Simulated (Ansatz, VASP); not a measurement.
**Al in VASP and in Ansatz**

Contents of INCAR:

```
SYSTEM = Al
PREC = Accurate
ENCUT = 520
EDIFF = 1E-6
ISMEAR = -1
SIGMA = 0.03
LREAL = .FALSE.
LASPH = .TRUE.
NELM = 80
ALGO = Normal
ISIF = 2
LWAVE = .FALSE.
LCHARG = .TRUE.
GGA = CA
LELF = .TRUE.
LVHAR = .TRUE.
NBANDS = 8
```

Contents of KPOINTS:

```
Automatic mesh
0
G
  17 17 17
  0 0 0
```

File POSCAR:

```
Al
1.0
    0.0000000000      2.0239800000      2.0644596000
    2.0239800000      0.0000000000      2.0644596000
    2.0239800000      2.0239800000      0.0000000000
Al
1
Direct
    0.0000000000      0.0000000000      0.0000000000
```

Input for Ansatz:

```yaml
crystal:
  lattice:
    - [0.0, 2.02398, 2.0644596]
    - [2.02398, 0.0, 2.0644596]
    - [2.02398, 2.02398, 0.0]
  atoms:
    - { symbol: Al, position: [0.0, 0.0, 0.0] }
kpoints:
  mp_grid: { grid: [17, 17, 17] }
  band_path:
    path:
      - [0.0, 0.0, 0.0]
      - [0.0, 0.5, 0.5]
      - [0.25, 0.75, 0.5]
      - [0.0, 0.5, 0.0]
      - [0.0, 0.0, 0.0]
      - [0.5, 0.5, 0.0]
      - [0.3701460977, 0.6298539023, 0.0]
      - [-0.3701460977, 0.3701460977, 0.0]
      - [0.0, 0.0, 0.0]
    npoints: 5
scf:
  occupations: { method: fermi_dirac, width: 0.03 }
hamiltonian:
  xc: lda
  pseudopotentials: { kind: all_electron, lapw: { basis_error: 0.0005 } }
output:
  forces: true
  stress: true
  eigenvalues: true
```

Change from the starting cell: zz strain of +2 %.

Alike in both runs: task single point; functional LDA; k mesh 17 × 17 × 17; occupations fermi-dirac, width 0.03 eV; no spin polarisation.

```csv
,VASP,Ansatz
version,VASP 6.6.1,Ansatz 0.2.0
potentials or method,"VASP PAW LDA potentials, release 64 (Al)","all-electron LAPW, scalar-relativistic"
plane-wave cutoff (eV),520,see its input
```

|  | VASP | Ansatz | Ansatz less VASP |
| --- | --- | --- | --- |
| pressure (GPa) | -4.8 | -4.9 | -0.02 |
| largest component of the traceless stress (GPa) | 0.33 | 0.34 | +0.007 |

Ansatz ran all-electron here, so the differences hold the error of VASP's frozen core and of both bases.
